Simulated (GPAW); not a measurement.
TaS2:

```
Ta S
1.0
     3.35000    0.00000    0.00000
    -1.67500    2.90119    0.00000
     0.00000    0.00000    5.86000
Ta S
1 2
Direct
  0.00000 0.00000 0.00000
  0.66667 0.33333 0.75000
  0.33333 0.66667 0.25000
```

- Program: GPAW 26.7.0
- Task: relaxation of cell and atoms
- Functional: PBE
- Dispersion: D3(BJ)
- Potentials or basis: GPAW PAW data sets (gpaw-data 1.2.1)
- Cutoff: 600 eV
- Basis: pw
- k mesh: 7 × 7 × 4
- Occupations: fermi-dirac, width 0.05 eV
- Spin: no spin polarisation

At the start: pressure 5.8 GPa; volume 18.98 Å³/atom.

Question: How do energy, volume and symmetry change on relaxing?

Answer: Over 13 steps the energy falls by 35.7 meV/atom and the volume is 18.40 Å³/atom (-3.1 %); space group P-3m1 (No. 164, to 0.05 Å).

The path:
```tsv
step	energy change (eV)	largest force (eV/Å)	pressure (GPa)	volume (Å³)
1	0.0000	1.2675	5.76	56.95
2	-0.0539	0.7851	2.59	57.51
3	-0.0850	0.1502	-1.34	58.14
4	-0.0874	0.0950	-1.54	58.05
5	-0.0974	0.0800	-1.64	57.18
6	-0.1009	0.0692	-0.94	56.53
7	-0.1023	0.0100	-0.14	56.12
8	-0.1027	0.0474	0.13	56.01
9	-0.1036	0.1014	0.51	55.79
10	-0.1050	0.1334	0.78	55.46
11	-0.1063	0.1030	0.66	55.17
12	-0.1069	0.0390	0.25	55.14
13	-0.1071	0.0044	0.02	55.20
```

Final structure:
```xyz
3
Lattice="3.3273 0.0000 0.0000 -1.6636 2.8815 0.0000 0.0000 0.0000 5.7574" Properties=species:S:1:pos:R:3 pbc="T T T"
Ta    0.0000    0.0000    0.0000
S     1.6636    0.9605    4.2084
S     0.0000    1.9210    1.5490
```

Caveat: later steps reuse the first step's grids.
